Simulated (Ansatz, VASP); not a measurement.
## Two plane-wave programs on GaN

File POSCAR:

```
GaN
1.0
    0.0475278637      2.2964804052      2.2964804052
    2.2964804052      0.0475278637      2.2964804052
    2.2964804052      2.2964804052      0.0475278637
Ga N
1 1
Direct
    0.0011993600      0.0011993600      0.0011993600
    0.2488006400      0.2488006400      0.2488006400
```

Contents of INCAR.step1:

```
PREC     = Accurate       # precision mode
ENCUT    = 520            # plane-wave cutoff, eV
ISMEAR   = 0              # smearing method
SIGMA    = 0.01           # smearing width, eV
LREAL    = F              # projectors in reciprocal space
LASPH    = T              # aspherical terms in the spheres
NELM     = 80             # most SCF steps
NBANDS   = 16             # bands
GGA      = PE             # functional
ALGO     = Normal         # electronic algorithm
EDIFF    = 1E-4           # SCF threshold, eV
LWAVE    = T              # write WAVECAR
LCHARG   = F              # write CHGCAR
```

The input INCAR.step2:

```
PREC     = Accurate       # precision mode
ENCUT    = 520            # plane-wave cutoff, eV
EDIFF    = 1E-6           # SCF threshold, eV
ISMEAR   = 0              # smearing method
SIGMA    = 0.01           # smearing width, eV
LREAL    = F              # projectors in reciprocal space
LASPH    = T              # aspherical terms in the spheres
NELM     = 80             # most SCF steps
ALGO     = Normal         # electronic algorithm
ISIF     = 2              # what is computed and relaxed
LWAVE    = F              # write WAVECAR
LCHARG   = F              # write CHGCAR
METAGGA  = R2SCAN         # meta-GGA
LMIXTAU  = T            
NBANDS   = 16             # bands
ISTART   = 1
```

The input KPOINTS:

```
Automatic mesh
0
Gamma
  10 10 10
```

Input for Ansatz:

```yaml
crystal:
  lattice:
    - [0.0475278637, 2.2964804052, 2.2964804052]
    - [2.2964804052, 0.0475278637, 2.2964804052]
    - [2.2964804052, 2.2964804052, 0.0475278637]
  atoms:
    - { symbol: Ga, position: [0.00119936, 0.00119936, 0.00119936] }
    - { symbol: "N", position: [0.24880064, 0.24880064, 0.24880064] }
kpoints:
  mp_grid: { grid: [10, 10, 10] }
  band_path:
    path:
      - [0.0, 0.0, 0.0]
      - [-0.5, -0.5, 0.0]
      - [-0.375, -0.375, 0.25]
      - [-0.375, 0.0, 0.375]
      - [0.0, 0.0, 0.5]
      - [-0.5, -0.25, 0.25]
    npoints: 1
hamiltonian:
  xc: r2scan
scf:
  occupations: { method: fixed }
  n_extra_bands: 4
output:
  forces: true
  stress: true
  eigenvalues: true
  write_density: true
  write_potential: true
  elf: true
  volumetric_format: npy
```

Change from the starting cell: shear_111 strain +3.2%.

Alike in both runs: task single point; functional r2SCAN; k mesh 10 × 10 × 10; no spin polarisation.

|  | VASP | Ansatz |
| --- | --- | --- |
| version | VASP 6.6.1 | Ansatz 0.2.0 |
| potentials or method | VASP PAW PBE potentials, release 64 (Ga_d, N) | plane waves, PAW |
| plane-wave cutoff (eV) | 520 | 500 |
| occupations | gaussian, width 0.01 eV | fixed |
| valence electrons in the cell | 18 | 18 |

Ansatz gave:

* gap on the k mesh at the Fermi level (eV): 1.87
* pressure (GPa): -5.7
* largest component of the traceless stress (GPa): 3.29
* rms of the force components (eV/Å): 0.001

What did VASP give for the same quantities?

gap on the k mesh at the Fermi level (eV): 1.86; pressure (GPa): -4.5; largest component of the traceless stress (GPa): 3.33; rms of the force components (eV/Å): 0.006.

Atom by atom the forces differ by 0.005 eV/Å (rms over components).

Caveats: the PAW data sets were made with another functional, which shifts forces and pressure a little (VASP).
